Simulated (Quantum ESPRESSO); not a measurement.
**Mg under changes of volume**

One of the cells (22.607 Å³/atom); the others are scaled copies at fixed shape and fractional positions:

```
Mg
1.0
     0.00000    2.24426    2.24426
     2.24426    0.00000    2.24426
     2.24426    2.24426    0.00000
Mg
1
Direct
  0.00000 0.00000 0.00000
```

This isn't the form of Mg at room conditions, which is hcp.

```yaml
Program: Quantum ESPRESSO 7.5
Functional: PBE
Potentials_or_basis: SSSP 1.3 efficiency PBE
Cutoff: 748 eV
Density_cutoff: 5987 eV
k_mesh: 10 × 10 × 10
Occupations: fermi-dirac, width 0.05 eV
Spin: no spin polarisation
```

```csv
volume (Å³/atom),energy over the lowest point (meV/atom),pressure (GPa)
21.251,17.60,3.4
21.703,?,?
22.155,3.92,1.5
22.607,0.86,0.7
23.059,0.00,-0.1
23.512,1.15,-0.7
23.964,4.11,-1.3
```

**Question.** What does the run at 21.703 Å³/atom give?

**Answer.** Energy over the lowest point 9.42 meV/atom; pressure 2.4 GPa.

Worked out: A Birch-Murnaghan fit of order 3 (a polynomial in V^(-2/3)) to the other rows has its minimum at 23.02 Å³/atom with B0 = V·E''(V) = 36 GPa and B' = 4.0. It gives 9.42 meV/atom at 21.703 Å³/atom, against the run's 9.42, and -dE/dV = 2.4 GPa, against 2.4.

Energies are extrapolated to zero smearing.
